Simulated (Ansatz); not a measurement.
Crystal: Sb.

```
Sb
1.0
     4.52770    0.00000    0.00000
     0.00000    4.42110    0.00000
    -1.32052    0.00000    6.36435
Sb
4
Cartesian
  0.6363 1.1053 4.3511
  3.2336 3.3158 4.8545
  -0.0264 1.1053 1.5099
  2.5709 3.3158 2.0132
```

This isn't the form of Sb at room conditions, which is rhombohedral.

Base run:

```yaml
Program: Ansatz 0.2.0
Functional: PBEsol
Potentials_or_basis: Ansatz PAW
Cutoff: "420 eV (not typed: the program's choice for these potentials)"
k_mesh: 6 × 6 × 4
Occupations: fermi-dirac, width 0.05 eV
Spin: no spin polarisation
```

Its results: band gap on the k mesh none (metal or under the smearing width); pressure -2.4 GPa; largest force 0.145 eV/Å.

Problem. After a change of settings the same cell gave: band gap on the k mesh none (metal or under the smearing width); pressure -3.4 GPa; largest force 0.237 eV/Å. Which change was it?
A. spin from no spin polarisation to spin-orbit coupling, no magnetisation; potential files from those of the base run to others of the same set
B. functional from PBEsol to LDA
C. functional from PBEsol to r2SCAN; cutoff from 420 eV (not typed: the program's choice for these potentials) to 500 eV (not typed: the program's choice for these potentials)

Solution. B.

LDA binds more tightly than PBEsol, so the same cell stands under less pressure.

Caveats: spin-orbit coupling is left out, which moves the levels of the heavy elements; the PAW data sets come from PBE, with cores solved anew for the run's functional, which leaves a small shift of forces and pressure.
